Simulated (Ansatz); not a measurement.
Starting cell, ZrO2 (fluorite):

```yaml
crystal:
  lattice:
    - [0.00000, 2.55794, 2.55794]
    - [2.55794, 0.00000, 2.55794]
    - [2.55794, 2.55794, 0.00000]
  atoms:
    - { symbol: Zr, position: [0.00000, 0.00000, 0.00000] }
    - { symbol: O, position: [0.25000, 0.25000, 0.25000] }
    - { symbol: O, position: [0.75000, 0.75000, 0.75000] }
```

A phonon eigenvector at Γ is frozen into this cell: atom i moves by Q times the vector below, so Q is the largest atomic displacement, in Å. The cell is held. It is one choice among 3 degenerate patterns.

```tsv
atom	x	y	z
O2	0.000	0.000	1.000
O3	0.000	0.000	-1.000
```

Atoms not listed stay in place.

Computed with PBE (plane waves to 420 eV, PAW, scalar-relativistic; Ansatz, a first-principles code). k mesh 11×11×11 (Γ-centred), Fermi-Dirac smearing 0.05 eV. E stands for the smeared free energy. This is a high-temperature form of ZrO2. ZrO2 is run without spin polarisation. ZrO2 was relaxed with its symmetry unable to fall. The zero of ΔE is the undisplaced structure.

| Q (Å) | ΔE (meV/cell) |
|---|---|
| -0.2800 | 1623 |
| -0.2333 | withheld |
| -0.1867 | 664 |
| -0.1400 | 362 |
| -0.0933 | 157 |
| -0.0467 | 39 |
| 0.0000 | 0 |
| 0.0467 | 39 |
| 0.0933 | 157 |
| 0.1400 | 362 |
| 0.1867 | 664 |
| 0.2333 | withheld |
| 0.2800 | 1623 |

**Question.** Fit an even polynomial form (powers 2, 4) to the given rows and predict ΔE at Q = -0.2333.

**Answer.** Least squares on the 11 given rows: ΔE = (17720)·Q² + (37970)·Q⁴, in meV/cell with Q in Å; root-mean-square residual 0.2 meV/cell. At -0.2333 the fit gives 1077 meV/cell; the calculation gives 1078 meV/cell, so the interpolation is off by -1 (-0.1 %). The quadratic term alone would give 964 meV/cell.

(For displaced atoms, the force is minus the slope of the energy, and its curvature is a force constant, which sets phonon frequencies.)
